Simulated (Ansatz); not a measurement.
**Sn under changes of volume**

One of the cells (33.803 Å³/atom); the others are scaled copies at fixed shape and fractional positions:

```
CELL_PARAMETERS angstrom
0.00000 3.23334 3.23334
3.23334 0.00000 3.23334
3.23334 3.23334 0.00000
ATOMIC_POSITIONS crystal
Sn 0.75000 0.75000 0.75000
Sn 0.50000 0.50000 0.50000
```

This isn't the form of Sn at room conditions, which is tetragonal (white tin).

- Program: Ansatz 0.2.0
- Functional: PBE
- Potentials or basis: Ansatz PAW earlier set
- Cutoff: 640 eV (not typed: the program's choice for these potentials)
- k mesh: 7 × 7 × 7
- Occupations: fermi-dirac, width 0.05 eV
- Spin: no spin polarisation

```csv
volume (Å³/atom),energy over the lowest point (meV/atom),pressure (GPa)
31.775,101.09,7.6
32.451,71.95,6.2
33.127,48.43,5.0
33.803,29.95,3.8
34.479,?,?
35.155,6.18,1.9
35.831,0.00,1.1
```

**Question.** What does the run at 34.479 Å³/atom give?

**Answer.** Energy over the lowest point 16.02 meV/atom; pressure 2.8 GPa.

Worked out: A Birch-Murnaghan fit of order 3 (a polynomial in V^(-2/3)) to the other rows has its minimum at 36.81 Å³/atom, just outside them, with B0 = V·E''(V) = 37 GPa and B' = 4.7. It gives 16.02 meV/atom at 34.479 Å³/atom, against the run's 16.02, and -dE/dV = 2.8 GPa, against 2.8.

Energies are extrapolated to zero smearing.
